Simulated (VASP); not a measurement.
Computed with PBE GGA, VASP's PBE PAW potentials (set 64) (plane waves; VASP).

VASP ran on this input.

### KPOINTS
```
K-points
0
G
  8 8 8
0 0 0
```

### INCAR
```
ALGO  =  Normal
EDIFF  =  1E-6
ENCUT  =  400
GGA  =  PE
ISIF  =  2
ISMEAR  =  -1
LASPH  =  .TRUE.
LCHARG  =  .FALSE.
LREAL  =  .FALSE.
LWAVE  =  .FALSE.
NELM  =  100
PREC  =  Accurate
SIGMA  =  0.05
SYSTEM  =  CaF2
```

File POSCAR:
```
CaF2
1
    0.0000000000     2.7300000000     2.7300000000
    2.7300000000     0.0000000000     2.7300000000
    2.7300000000     2.7300000000     0.0000000000
Ca F
1 2
Direct
  0.0000000000   0.0000000000   0.0000000000
  0.2500000000   0.2500000000   0.2500000000
  0.7500000000   0.7500000000   0.7500000000
```

POTCAR, in this order: Ca_sv F (PBE.64 set). Program: vasp_std.

The run wrote:

OSZICAR:
```
       N       E                     dE             d eps       ncg     rms          rms(c)
DAV:   1     0.196860977180E+03    0.19686E+03   -0.12061E+04   928   0.125E+03
DAV:   2    -0.110854132501E+02   -0.20795E+03   -0.20285E+03  1192   0.360E+02
DAV:   3    -0.183571278375E+02   -0.72717E+01   -0.72660E+01  1128   0.777E+01
DAV:   4    -0.186017113369E+02   -0.24458E+00   -0.24454E+00  1496   0.107E+01
DAV:   5    -0.186038444002E+02   -0.21331E-02   -0.21330E-02  1120   0.110E+00    0.772E+00
DAV:   6    -0.173547049174E+02    0.12491E+01   -0.64218E+00  1000   0.177E+01    0.315E+00
DAV:   7    -0.173546077646E+02    0.97153E-04   -0.17403E-01  1264   0.360E+00    0.169E+00
DAV:   8    -0.173692852793E+02   -0.14678E-01   -0.31979E-02  1168   0.217E+00    0.182E-01
DAV:   9    -0.173735040270E+02   -0.42187E-02   -0.74046E-03  1208   0.670E-01    0.134E-01
DAV:  10    -0.173744422348E+02   -0.93821E-03   -0.13664E-03  1128   0.271E-01    0.320E-02
DAV:  11    -0.173744505571E+02   -0.83223E-05   -0.10284E-04  1264   0.944E-02    0.129E-02
DAV:  12    -0.173744563547E+02   -0.57976E-05   -0.16138E-05  1200   0.382E-02    0.278E-03
DAV:  13    -0.173744566572E+02   -0.30243E-06   -0.33219E-06  1200   0.145E-02
   1 F= -.17374457E+02 E0= -.17374457E+02  d E =-.689652E-11
```

### OUTCAR
```
------------------------ aborting loop because EDIFF is reached ----------------------------------------
  FORCE on cell =-STRESS in cart. coord.  units (eV):
  Direction    XX          YY          ZZ          XY          YZ          ZX
  --------------------------------------------------------------------------------------
  Total       -1.5097124     -1.5097124     -1.5097124      0.0000000      0.0000000      0.0000000
  in kB      -59.4411048    -59.4411048    -59.4411048      0.0000000      0.0000000      0.0000000
  external PRESSURE =     -59.4411048 kB  Pullay stress =       0.0000000 kB
  volume of cell :       40.69
      direct lattice vectors                 reciprocal lattice vectors
     0.000000000  2.730000000  2.730000000    -0.183150183  0.183150183  0.183150183
     2.730000000  0.000000000  2.730000000     0.183150183 -0.183150183  0.183150183
     2.730000000  2.730000000  0.000000000     0.183150183  0.183150183 -0.183150183
 POSITION                                       TOTAL-FORCE (eV/Angst)
 -----------------------------------------------------------------------------------
      0.00000      0.00000      0.00000         0.000000      0.000000      0.000000
      1.36500      1.36500      1.36500         0.000000      0.000000      0.000000
      4.09500      4.09500      4.09500        -0.000000     -0.000000     -0.000000
 -----------------------------------------------------------------------------------
    total drift:                                0.000000      0.000000      0.000000
  FREE ENERGIE OF THE ION-ELECTRON SYSTEM (eV)
  ---------------------------------------------------
  free  energy   TOTEN  =       -17.3744566572 eV

  energy  without entropy=      -17.3744566571  energy(sigma->0) =      -17.37445666
```
(Selected blocks of OUTCAR.)

At this cut-off the stress carries a Pulay error, which pulls relaxed volumes low.

The structure is a typed CaF2 crystal (Fm-3m). The cell was not relaxed at this level.
